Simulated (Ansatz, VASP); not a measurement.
**Two plane-wave programs on PbS**

```
Pb S
1.0
     1.99834   -5.55877    0.00000
     1.99834    5.55877    0.00000
     0.00000    0.00000    4.18723
Pb S
2 2
Direct
  0.87732 0.12268 0.75000
  0.12268 0.87732 0.25000
  0.63687 0.36313 0.75000
  0.36313 0.63687 0.25000
```

Alike in both runs: functional PBEsol; k mesh 6 × 6 × 6; no spin polarisation.

Ansatz relaxed the structure, and its values are those at the end. VASP's run is a single point on that final structure, the one shown.

|  | VASP | Ansatz |
| --- | --- | --- |
| version | VASP 6.6.1 | Ansatz 0.2.0 |
| potentials or method | VASP PAW PBE potentials, release 64 (Pb_d, S) | plane waves, PAW |
| plane-wave cutoff (eV) | 520 | 470 |
| occupations | gaussian, width 0.01 eV | fixed |
| valence electrons in the cell | 40 | 40 |

|  | VASP | Ansatz | Ansatz less VASP |
| --- | --- | --- | --- |
| pressure (GPa) | 4.0 | 4.0 | +0.03 |
| rms of the force components (eV/Å) | 0.003 | 0.003 | -0.0008 |

Caveats: the PAW data sets were made with another functional, which shifts forces and pressure a little (VASP). A k mesh can miss the band edges.
